Why do more of platinum's electrons fall outside the atoms' own shells when the metal is squeezed? It is tempting to picture electrons being pressed out of the atoms into the gaps between them. The count cannot show that, because it does not record where the electrons are. What it shows is that the atomic shells become a slightly poorer description of the electrons' states.

Fcc platinum at six fixed volumes, computed with Ansatz 0.2.0: scalar-relativistic PBE, PAW, no spin polarization, plane-wave cutoff 420 eV, 18×18×18 k mesh, Gaussian smearing of 0.1 eV. Electrons outside these shells are the 18 explicit electrons per atom minus the Löwdin populations of 5s, 5p, 5d and 6s.

```
volume (Å³/atom)  shortest distance (Å)  electrons outside these shells (e)
          13.453                  2.670                               0.160
          13.780                  2.691                               0.160
          14.225                  2.720                               0.150
          15.080                  2.773                               0.150
          15.644                  2.807                               0.150
          16.284                  2.845                               0.140
```

What is being counted

The calculation treats 18 electrons per atom explicitly. It asks how much of their occupied states can be built from the 5s, 5p, 5d and 6s orbitals of all the atoms together. The part that cannot be built in this way is the column "electrons outside these shells", called the remainder below. The "shortest distance", written d, is the distance between neighbouring atoms.

The printed values move in steps only because they are rounded. The shell populations of the same calculation give a smooth fall, from 0.1574 electrons in the smallest cell to 0.1435 in the largest. The cell of 15.644 Å³ is the one at nearly zero pressure, and the smallest cell corresponds to about 56 GPa. Even such a pressure shifts the remainder by only a hundredth of an electron.

First explanation: electrons in the gaps

Suppose the remainder were a thin electron gas of fixed density between the atoms. If the gaps keep their share of the cell, its amount shrinks with the volume. From zero pressure to the strongest compression it should fall by 14 percent, but the calculation gives a rise of 7 percent. The sign rules out this simple version.

A more flexible version lets the density in the gaps rise. It would have to grow by about a quarter, since 1.07/0.86 ≈ 1.24, and the sign alone does not forbid that. The real fault lies in the definition. Atomic orbitals have tails that reach into the gaps, so an electron found there may still be counted in a shell. The remainder measures the shape of the electron states, not a region of space.

Second explanation: electrons moving from s to d

In transition metals, compression can move electrons from the s shell to the d shell. Both shells are counted here, so such a move would leave the remainder unchanged. Nor does the count for 5d rise: in each of the four compressed cells it is slightly lower than at zero pressure, although changes this small may come from the way the shells are separated. A transfer from s to d therefore does not explain this trend, whatever its role in other properties of the metal.

The shell populations hold a trap of their own. The largest loss on compression, 0.0069 of the 0.0103 electrons, appears in 5s, a deep and full shell that does not really empty. The likely reason is the way the count is made. Orbitals on neighbouring atoms overlap and must first be made orthogonal, which mixes a little of the neighbours' partly filled orbitals into each 5s orbital. The split between shells depends on this step, but the total does not, because it depends only on what all the orbitals can describe together.

Third explanation: neighbours reshape the states

Consider atoms far apart. Shells taken from a free atom then describe the occupied states almost perfectly, and the remainder goes towards zero. As the atoms approach, each one feels its neighbours, and its electron states take on shapes that the four shells lack. Part of this may be 6p character, and part a change in the size or form of the orbitals; the remainder lumps the two together.

Perturbation theory turns this picture into a formula. Let V be the coupling between an occupied state and a shape outside the shells, and Δ the energy that separates them. The admixed amplitude is V/Δ, and the weight is its square:

remainder ∝ (V/Δ)²

A rough rule for s and p orbitals is V ∝ 1/d². Couplings that involve d orbitals, which hold about half of the electrons counted here, grow even faster on compression, so this rule is the mild choice. If Δ stays fixed, it follows that

remainder ∝ 1/d⁴

One estimate in full

Start from the cell at zero pressure, with d = 2.807 Å and a remainder of 0.1471 electrons. At the strongest compression d is 2.670 Å. The formula gives

0.1471 × (2.807/2.670)⁴ ≈ 0.180 electrons

The calculation gives 0.157. The starting cell is matched by construction, whereas nothing was fitted to the compressed cell. The direction is right, but the predicted rise of 22 percent is about three times the computed one.

Why the rise is weaker

The opposite limit is instructive. For electrons that move almost freely through the metal, squeezing raises the kinetic energies as 1/d²; for those held close to an atom this rule does not apply. If the separation Δ grew at that same rate, V/Δ would not change and the remainder would stay constant. The computed behaviour lies between this limit and the 1/d⁴ law. A separation that grows on compression, but more slowly than the coupling, would explain the modest rise; this is an argument from theory, not something the populations show.

The energy bands support the idea that the neighbours interact more strongly. Eighteen electrons would exactly fill nine bands, but in this metal the ninth and tenth overlap in energy. That overlap grows by 31 percent over the same compression, against 7 percent for the remainder. Broader bands therefore do not bring a proportional change in orbital shape. Spin-orbit coupling, which is left out here, reshapes the 5d bands of platinum, so the growth of the overlap deserves more trust than its exact size.

Where the simple law fails

The 1/d⁴ law also bends the wrong way. It says that each further bit of shortening should add more to the remainder than the last, with a slope rising from 0.21 to 0.26 electrons per ångström between the three largest and the three smallest cells. The computed slope falls instead, from 0.092 to 0.064. This rules out the simple law with its fixed Δ, but not the mixing picture itself. A separation about 7 percent larger at the strongest compression would bring the formula down to the computed value, since √(1.22/1.07) ≈ 1.07. If Δ grew smoothly to that point, at an increasing pace, the bend would be reproduced too. Another possibility is that the crowded orbitals of the neighbours begin to help, describing together some of the shapes that a single atom's shells lack. The populations cannot tell these two apart.

A simpler system: one electron and two protons

The hydrogen molecular ion shows why such growth cannot go on for ever. Describe its single electron with one fixed hydrogen 1s orbital on each proton. With the protons far apart, the description is exact and the remainder is zero. With the protons merged, the electron sits in the tighter 1s orbital of a helium ion. The fixed orbitals then capture only (8/9)³ ≈ 0.70 of it, which leaves 0.30 outside.

No electron has left the ion in this example; its orbital has merely changed shape. The remainder runs from zero to a finite value, so no single inverse power of the distance can hold all the way. The comparison ends there. Platinum has many electrons, d orbitals and twelve neighbours, and the hydrogen figures do not carry over to it.

Using the result

For another fcc platinum cell within this range, a power law fitted to all six cells gives a handy rule: shortening the distance by 1 percent raises the remainder by about 1.4 percent of its value. The exponent is only an average over a curve that flattens on compression, so it should not be used far outside the range. The analysis printed below compares the explanations cell by cell.

The remainder should not be read as a charge or as a supply of free electrons. All atoms in this crystal are equivalent, so each is neutral at every volume. The value also depends on which shells are counted: adding 6p orbitals to the list could only lower it or leave it unchanged. What the numbers establish is that the four shells describe squeezed platinum slightly less well. That neighbours reshape the electron states is the explanation best supported by theory, though its simplest formula gets only the direction right.

Numerical output:

```
Remainder and two rival predictions (electrons):
     row  computed  constant_density_between_atoms  mixing_d^-4
  13.453    0.1574                          0.1265       0.1799
   13.78     0.156                          0.1296       0.1742
  14.225    0.1542                          0.1338        0.167
   15.08    0.1501                          0.1418       0.1545
  15.644    0.1471                          0.1471       0.1471
  16.284    0.1435                          0.1531       0.1394
Shell populations (electrons):
     row     5s      6s     5p     5d
  13.453  1.979  0.9552  5.997  8.911
   13.78   1.98  0.9559  5.997  8.911
  14.225  1.982  0.9565  5.997   8.91
   15.08  1.984  0.9568  5.998  8.911
  15.644  1.986  0.9566  5.998  8.913
  16.284  1.987  0.9561  5.998  8.915
Gain of remainder, zero pressure to strongest compression (electrons): 0.0103
The same gain (percent): 7.002
Change predicted by constant density between atoms (percent): -14.01
Change predicted by d^-4 mixing (percent): 22.28
Change of 5s over the same compression (electrons): -0.0069
Change of 6s over the same compression (electrons): -0.0014
Change of 5p over the same compression (electrons): -0.0005
Change of 5d over the same compression (electrons): -0.0015
Growth of overlap of ninth and tenth band over the same compression (percent): 30.57
Gain per angstrom of shortening, three smallest cells (electrons/angstrom): 0.06385
Gain per angstrom of shortening, three largest cells (electrons/angstrom): 0.09177
Same slope in d^-4 mixing, three smallest cells (electrons/angstrom): 0.2573
Same slope in d^-4 mixing, three largest cells (electrons/angstrom): 0.2091
fit of log(rem) on 6 rows: constant -0.4333 +/- 0.067, coefficient of log(d) -1.438 +/- 0.066; rms 0.00302, worst 16.284 0.00419, leave-one-out rms 0.00515
```
